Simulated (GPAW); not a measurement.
ZnS (Wurtzite-2H):

```
Zn S
1.0
     3.81100    0.00000    0.00000
    -1.90550    3.30042    0.00000
     0.00000    0.00000    6.23400
Zn S
2 2
Direct
  0.66667 0.33333 0.50000
  0.33333 0.66667 0.00000
  0.66667 0.33333 0.88500
  0.33333 0.66667 0.38500
```

- Program: GPAW 26.7.0
- Task: relaxation of cell and atoms
- Functional: AM05
- Potentials or basis: PAW data sets generated in the run's folder for this functional
- Cutoff: 600 eV
- Basis: pw
- k mesh: 6 × 6 × 3
- Occupations: fermi-dirac, width 0.05 eV
- Spin: no spin polarisation

At the start: pressure -0.6 GPa; volume 19.60 Å³/atom.

Problem. Where does the relaxation end?

Solution. Over 10 steps the energy falls by 5.6 meV/atom and the volume is 19.39 Å³/atom (-1.1 %); space group P6_3mc (No. 186, to 0.05 Å).

Step by step:
| step | energy change (eV) | largest force (eV/Å) | pressure (GPa) | volume (Å³) |
| --- | --- | --- | --- | --- |
| 1 | 0.0000 | 0.3122 | -0.60 | 78.41 |
| 2 | -0.0059 | 0.2703 | -0.59 | 78.35 |
| 3 | -0.0205 | 0.0605 | -0.28 | 77.90 |
| 4 | -0.0213 | 0.0110 | -0.33 | 77.95 |
| 5 | -0.0215 | 0.0077 | -0.29 | 77.91 |
| 6 | -0.0221 | 0.0008 | 0.11 | 77.49 |
| 7 | -0.0221 | 0.0045 | 0.13 | 77.47 |
| 8 | -0.0222 | 0.0108 | 0.13 | 77.47 |
| 9 | -0.0222 | 0.0134 | 0.10 | 77.49 |
| 10 | -0.0223 | 0.0096 | 0.05 | 77.55 |

Final structure:
```
Zn S
1.0
     3.79415    0.00000    0.00000
    -1.89708    3.28583    0.00000
     0.00000    0.00000    6.22045
Zn S
2 2
Cartesian
  1.8971 1.0953 3.1422
  0.0000 2.1906 0.0319
  1.8971 1.0953 5.4732
  0.0000 2.1906 2.3629
```

Caveat: later steps reuse the first step's grids.
